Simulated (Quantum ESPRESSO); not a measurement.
**FeO (Wuestite): Wannier functions under several settings**

```
CELL_PARAMETERS angstrom
1.51882 0.87689 2.51958
-1.51882 0.87689 2.51958
0.00000 -1.75378 2.51958
ATOMIC_POSITIONS crystal
Fe 0.00000 0.00000 0.00000
O 0.50000 0.50000 0.50000
```

All runs used Quantum ESPRESSO 7.5; potentials PseudoDojo 0.4.1 SR PBE standard; k mesh 8 × 8 × 8; given cell; collinear spin, ferromagnetic start; cutoff 1225 eV; occupations fermi-dirac, width 0.05 eV.

| level | start | Wannier mesh | spread a function (Å²) | RMS miss of the bands (meV) |
| --- | --- | --- | --- | --- |
| PBE | atomic projections with disentanglement | 6 × 6 × 6 | ? | ? |
| PBE | atomic projections with disentanglement, not minimised | 6 × 6 × 6 | 0.92 | 2 |
| PBE | SCDM with an erfc weight | 6 × 6 × 6 | 1.24 | 23 |

Problem. What stands in the row left open?

Solution. Spread a function 0.65 Å²; RMS miss of the bands 3 meV.

Caveats: a cell with one magnetic atom can't hold antiferromagnetic order, which such compounds often take; the Wannier minimisation didn't converge (some runs).

For the row left open. Caveat: the k mesh is coarse; the Wannier minimisation didn't converge; a cell with one magnetic atom can't hold antiferromagnetic order, which such compounds often take.
